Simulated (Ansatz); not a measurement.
An 8-atom cell of GeSe started from a crystallographic database at its r2SCAN+rVV10 geometry, run in the PAW code Ansatz at 3 levels of theory. No magnetic order and no zero-point or thermal motion.

The PBE+SOC input:
```yaml
crystal:
  lattice:
    - [11.0103042339, 0.0, 0.0]
    - [0.0, 3.8043314356, 0.0]
    - [0.0, 0.0, 4.536377452]
  atoms:
    - { symbol: Ge, position: [0.1254375735, 0.75, 0.8860310481] }
    - { symbol: Ge, position: [0.6254375735, 0.75, 0.6139689519] }
    - { symbol: Ge, position: [0.3745624265, 0.25, 0.3860310481] }
    - { symbol: Ge, position: [0.8745624265, 0.25, 0.1139689519] }
    - { symbol: Se, position: [0.8516134864, 0.75, 0.4877997614] }
    - { symbol: Se, position: [0.3516134864, 0.75, 0.0122002386] }
    - { symbol: Se, position: [0.6483865136, 0.25, 0.9877997614] }
    - { symbol: Se, position: [0.1483865136, 0.25, 0.5122002386] }
kpoints:
  mp_grid: { grid: [2, 6, 6] }
  band_path:
    path:
      - [0.0, 0.0, 0.0]
      - [0.5, 0.0, 0.0]
      - [0.5, 0.5, 0.0]
      - [0.0, 0.5, 0.0]
      - [0.0, 0.0, 0.5]
      - [0.5, 0.0, 0.5]
      - [0.5, 0.5, 0.5]
      - [0.0, 0.5, 0.5]
    npoints: 1
hamiltonian:
  xc: pbe
scf:
  occupations: { method: fermi_dirac, width: 0.02 }
  n_extra_bands: 12
magnetization:
  noncollinear: true
  spin_orbit: true
output:
  forces: true
  stress: true
  eigenvalues: true
  write_density: true
  write_potential: true
  elf: true
  volumetric_format: npy
```

Main results, then, where recorded, the levels near the gap in eV from the Fermi energy (columns number the bands from 0), one row a point of the path (Γ, X, S, Y, Z, U, R, T):
```
Crystal: 8 atoms, lattice volume = 190.015 Å³
Symmetry: 8 space group operations + 8 with time reversal
Magnetic group: BNS 62.442 (UNI 540)
```
```
Basis set: ecut = 420 eV, 3735 PW (Γ)
k-points: 32 of 72
SCF converged after 9 iterations
Free energy (F): -39059.044007 eV
Fermi energy:    8.604416 eV
--- Forces (eV/Å), atoms counted from 1 ---
  atom   1  Ge    -0.19727      0.00000      0.17559
  atom   2  Ge    -0.19727      0.00000    -0.17559
  atom   3  Ge      0.19727      0.00000      0.17559
  atom   4  Ge      0.19727      0.00000    -0.17559
  atom   5  Se      0.13138      0.00000      0.18170
  atom   6  Se      0.13138      0.00000    -0.18170
  atom   7  Se    -0.13138      0.00000      0.18170
  atom   8  Se    -0.13138      0.00000    -0.18170
--- Stress (GPa, compression-positive) ---
        2.209849       0.000000       0.000000
        0.000000       2.564883       0.000000
        0.000000       0.000000       2.018919
  P = ⅓ Tr σ = 2.2646 GPa (22.646 kbar)
```

PBE+SOC gives a direct gap of 0.80 eV at Γ.

r2SCAN. Against the first input these blocks differ (the band path and keys that only write files left aside):
```yaml
hamiltonian:
  xc: r2scan
scf:
  occupations: { method: fixed }
  n_extra_bands: 6
```
(magnetization left out)

```
Basis set: ecut = 500 eV, 4789 PW (Γ)
k-points: 32 of 72
SCF converged after 8 iterations
Free energy (F): -39125.702261 eV
Fermi energy:    7.980494 eV
--- Forces (eV/Å), atoms counted from 1 ---
  atom   1  Ge      0.02344      0.00000    -0.02120
  atom   2  Ge      0.02344      0.00000      0.02120
  atom   3  Ge    -0.02344      0.00000    -0.02120
  atom   4  Ge    -0.02344      0.00000      0.02120
  atom   5  Se    -0.01797      0.00000    -0.02100
  atom   6  Se    -0.01797      0.00000      0.02100
  atom   7  Se      0.01797      0.00000    -0.02100
  atom   8  Se      0.01797      0.00000      0.02100
--- Stress (GPa, compression-positive) ---
        0.883000       0.000000       0.000000
        0.000000       0.851790       0.000000
        0.000000       0.000000       0.921308
  P = ⅓ Tr σ = 0.8854 GPa (8.854 kbar)
```
```tsv
band_56	band_57	band_58	band_59	band_60	band_61	band_62
-1.512	-1.010	-0.901	0.000	1.039	2.705	2.896
-1.757	-1.757	-0.423	-0.423	2.438	2.438	2.690
-1.663	-1.663	-1.663	-1.663	1.791	1.791	1.791
-1.631	-1.631	-1.300	-1.300	1.416	1.416	1.604
-0.949	-0.949	-0.352	-0.352	1.648	1.648	2.394
-0.692	-0.692	-0.416	-0.416	1.681	1.681	2.258
-1.494	-1.494	-1.494	-1.494	2.896	2.896	2.896
-2.069	-2.069	-1.519	-1.519	3.184	3.184	3.400
```

The r2SCAN gap is direct at Γ: 1.04 eV. The mean pressure at these positions is +0.89 GPa, compression counted positive.

**Question.** Another run on the same cell gave
```
Basis set: ecut = 420 eV, 3735 PW (Γ)
k-points: 18 of 32
hybrid outer 1: dexx = +6.093e-2 eV, tail = 6.20e-4 eV
hybrid outer 2: dexx = +9.519e-6 eV, tail = 3.08e-7 eV, Δε = 2.12e-3 eV, ΔF = 1.18e-2 eV/Å
hybrid outer 3: dexx = +7.466e-9 eV, tail = 8.63e-9 eV, Δε = 1.77e-4 eV, ΔF = 2.69e-4 eV/Å
hybrid SCF converged: 3 outer / 16 inner (+4 warm-up)
Free energy (F): -39066.745241 eV
Fermi energy:    7.512353 eV
--- Forces (eV/Å), atoms counted from 1 ---
  atom   1  Ge      0.04103      0.00000    -0.00718
  atom   2  Ge      0.04103      0.00000      0.00718
  atom   3  Ge    -0.04103      0.00000    -0.00718
  atom   4  Ge    -0.04103      0.00000      0.00718
  atom   5  Se    -0.05027      0.00000      0.00374
  atom   6  Se    -0.05027      0.00000    -0.00374
  atom   7  Se      0.05027      0.00000      0.00374
  atom   8  Se      0.05027      0.00000    -0.00374
--- Stress (GPa, compression-positive) ---
        0.246775       0.000000       0.000000
        0.000000       0.907116       0.000000
        0.000000       0.000000      -0.087755
  P = ⅓ Tr σ = 0.3554 GPa (3.554 kbar)
```
```tsv
band_56	band_57	band_58	band_59	band_60	band_61	band_62
-1.604	-1.113	-1.011	0.000	2.001	3.715	3.886
-1.870	-1.870	-0.474	-0.474	3.492	3.492	3.684
-1.775	-1.775	-1.775	-1.775	2.723	2.723	2.723
-1.747	-1.747	-1.378	-1.378	2.335	2.335	2.508
-0.982	-0.982	-0.316	-0.316	2.570	2.570	3.340
-0.711	-0.711	-0.383	-0.383	2.606	2.606	3.227
-1.633	-1.633	-1.633	-1.633	3.899	3.899	3.899
-2.277	-2.277	-1.682	-1.682	4.283	4.283	4.512
```
Which level of theory and mesh gave it?

**Answer.** It is PBE0, judged by the exchange loop and the size of the gap (a near hybrid could fit too), on 2×4×4; the blocks that differ from the first input, but for the band path:
```yaml
kpoints:
  mp_grid: { grid: [2, 4, 4] }
hamiltonian:
  xc: pbe0
scf:
  occupations: { method: fixed }
  n_extra_bands: 6
```
(magnetization left out)
The PBE0 gap is direct at Γ: 2.00 eV. With the atoms held, the mean pressure is +0.4 GPa (compression positive). (The program warns that its thresholds are loose for a hybrid's stress.)

Small level splittings and stresses of the hybrids carry the error of their coarser meshes.

Totals of different functionals, or with and without spin-orbit coupling, can't be compared.

Only the levels marked +SOC include spin-orbit coupling.

The meshes of the hybrids are coarse, so their gaps aren't converged to the digits shown.
